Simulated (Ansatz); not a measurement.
Runs of Ansatz 0.2.0 on TiTe2. It takes space group P-3m1 (No. 164, trigonal). The conventional cell has a = 3.777 Å, b = 3.777 Å, c = 6.498 Å, α = 90.00°, β = 90.00°, γ = 120.00°. Te (site symmetry 3m) is surrounded by 3 Ti at 2.77 Å. Ti (site symmetry -3m) is surrounded by 6 Te at 2.77 Å. 

```tsv
task	level	spin	cell	k mesh	points for each segment of the path	gap on the mesh (eV)	pressure (GPa)	relaxed volume (Å³/atom)	largest force (eV/Å)
band structure	PBEsol	off	as given	8 × 8 × 4	14	none	-2.3	-	(a)
band structure	RPBE	off	as given	8 × 8 × 4	14	none	(c)	-	(b)
relaxation of cell and atoms	PBEsol	off	relaxed	8 × 8 × 4	-	none	0.0	25.40	-
relaxation of cell and atoms	RPBE	off	relaxed	8 × 8 × 4	-	none	0.0	38.17	-
band structure	LDA	SOC, no magnetisation	as given	6 × 6 × 3	14	none	-4.1	-	0.35
relaxation of cell and atoms	LDA	off	relaxed	8 × 8 × 4	-	none	0.0	24.60	-
band structure	LDA	off	as given	8 × 8 × 4	14	none	-4.1	-	0.31
band structure	PBEsol	SOC, no magnetisation	as given	6 × 6 × 3	14	none	-2.3	-	0.17
```

Alike in all rows: potentials or basis Ansatz PAW; cutoff (eV) 420; smearing fermi-dirac 0.05 eV.

Problem. Estimate the missing entries.

Solution. (a) 0.13; (b) 0.09; (c) 2.8.

Caveats: the PAW data sets come from PBE, with cores solved anew for the run's functional, which leaves a small shift of forces and pressure; this functional lacks dispersion, which binds the layers, so the pressure and a relaxed spacing across them are unreliable (some runs); spin-orbit coupling is left out, which moves the levels of the heavy elements (some runs); the plane-wave basis is chosen anew once the cell has moved, so the energies of steps on either side of that aren't comparable (some runs); the volume moved by over 15 % at a fixed basis, so the end points are rough (some runs); this functional lacks dispersion, which binds the layers, so the pressure and a relaxed spacing across them are unreliable, and here the layers came unbound (some runs); the volume moved by +43 % from the deposited cell, more than functionals usually miss (some runs).

A k mesh can miss the band edges, and rows without SOC leave out spin-orbit coupling on Te.

A gap of «none» marks a metal or a gap under the smearing width.

Runs at the PBE level aren't shown here.
